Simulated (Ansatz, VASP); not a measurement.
**Two plane-wave programs on MgS**

```
CELL_PARAMETERS angstrom
0.00000 2.77426 2.77426
2.77426 0.00000 2.77426
2.77426 2.77426 0.00000
ATOMIC_POSITIONS crystal
Mg 0.00000 0.00000 0.00000
S 0.25000 0.25000 0.25000
```

Change from the starting cell: hydrostatic strain -2.0%.

Alike in both runs: task single point; functional r2SCAN; k mesh 8 × 8 × 8; no spin polarisation.

|  | VASP | Ansatz |
| --- | --- | --- |
| version | VASP 6.6.1 | Ansatz 0.2.0 |
| potentials or method | VASP PAW PBE potentials, release 64 (Mg, S) | plane waves, PAW |
| plane-wave cutoff (eV) | 520 | 500 |
| occupations | gaussian, width 0.01 eV | fixed |
| valence electrons in the cell | 8 | 16 |

|  | VASP | Ansatz | Ansatz less VASP |
| --- | --- | --- | --- |
| gap on the k mesh at the Fermi level (eV) | 4.27 | 4.27 | -0.001 |
| pressure (GPa) | 3.8 | 4.1 | +0.28 |

The two sets of potentials don't hold the same shells in valence.

Caveats: the PAW data sets were made with another functional, which shifts forces and pressure a little (VASP). A k mesh can miss the band edges.
